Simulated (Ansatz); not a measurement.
Al3Cu: how the axes shrink under pressure

Al3Cu, P4/mmm, a = 2.780 Å, c = 7.603 Å. The structure is a Materials Project entry; whether it is the stable form wasn't checked. Ansatz: PBEsol, PAW, 420 eV, Γ-centred 16×16×6 mesh on 4 atoms, Gaussian smearing 0.10 eV; no spin polarisation. Cell and atoms are relaxed at each pressure, and no other structure is tried, so the rows at high pressure may lie past a change of phase. y = 100 ln(c/c0) with c0 = 7.6030 Å, so nearly a change in per cent. The pressures are the targets, met within 0.05 GPa.

| P (GPa) | y | 100 ln(a/a0) |
| --- | --- | --- |
| -3.0 | ? | ? |
| 0.0 | 0.00 | 0.00 |
| 3.0 | -1.00 | -0.91 |
| 8.0 | -2.43 | -2.22 |
| 15.0 | -4.10 | -3.75 |
| 30.0 | -6.92 | -6.32 |
| 60.0 | -10.81 | -9.99 |

Q: Fit y = c1 P + c2 P² to the other rows, give the linear compressibility along c, and predict the missing y.

A: Least squares on the rows shown. y = −0.2949 P + 0.001923 P². The linear compressibility along c is −c1/100 = 2.95 per TPa, against 2.68 along a from the same fit to the last column (its missing entry is 1.05): the crystal is about as stiff along both at low pressure. The runs next to zero pressure give 3.59 and 3.28, so a parabola over the whole range misstates the start. With a term in P³ added, the coefficient of P becomes -0.3343, 13 % more, which shows how far this figure hangs on the form. At P = -3.0 the fit asked for gives 0.90. The run gave 1.15, so the fit is 0.25 too low, within twice the rms miss on the fitted rows (0.15).